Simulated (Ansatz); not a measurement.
**What DFT gives for CdIn2O4**

```
In O Cd
1.0
     0.00000    4.60665    4.60665
     4.60665    0.00000    4.60665
     4.60665    4.60665    0.00000
In O Cd
4 8 2
Direct
  0.62500 0.62500 0.62500
  0.12500 0.62500 0.62500
  0.62500 0.62500 0.12500
  0.62500 0.12500 0.62500
  0.86500 0.86500 0.86500
  0.84500 0.38500 0.38500
  0.86500 0.86500 0.40500
  0.38500 0.84500 0.38500
  0.40500 0.86500 0.86500
  0.38500 0.38500 0.38500
  0.86500 0.40500 0.86500
  0.38500 0.38500 0.84500
  0.00000 0.00000 0.00000
  0.25000 0.25000 0.25000
```

The numbers come from plane-wave PAW DFT (Ansatz): PBE, no spin polarisation, 420 eV, 5×5×5 Γ-centred k points, fermi-dirac occupations (width 0.1 eV). Nothing was relaxed.

Problem. What does the stress say?

Solution. The pressure is 3.6 GPa (compression positive), so with the atoms held at these fractions the cell would first expand; the forces are large, so a full relaxation may end otherwise.

Problem. What is the formation energy?

Solution. -1.42 eV an atom against the elements' usual phases (free molecules for gases, crystals otherwise, with no correction for O₂ or N₂), so it is bound against them; other compounds may still compete. Relaxing would lower it.

Problem. Where is the largest force?

Solution. The largest is on O7 (and as large on other atoms): 0.85 eV/Å, components (0.49, 0.49, -0.49). It makes 180° with the line to a nearest neighbour, Cd13 at 2.15 Å, pointing away from it.

Problem. Which orbitals make up the band edges?

Solution. Within 0.7 eV of the edges, the states project mainly on O p (90 %) below the gap and on In s (29 %), Cd s (28 %) and O s (23 %) above it.

Problem. How is the charge shared?

Solution. Bader charges in e: Cd +1.23, In +1.80, O -1.21. In the mean In gives up most and O takes most.

Problem. What do density and ELF say about some of the short contacts?

Solution. O–Cd at 2.15 Å: least valence density 0.53 e/Å³ and ELF 0.15 there. In–O at 2.21 Å: least valence density 0.47 e/Å³ and ELF 0.16 there. Both are smooth PAW fields, read partly inside the augmentation spheres.

Problem. Metal or insulator? Give the gap.

Solution. The gap is 1.01 eV, indirect (the least direct gap found is 1.07 eV).

Origin: a database entry at a rescaled volume.
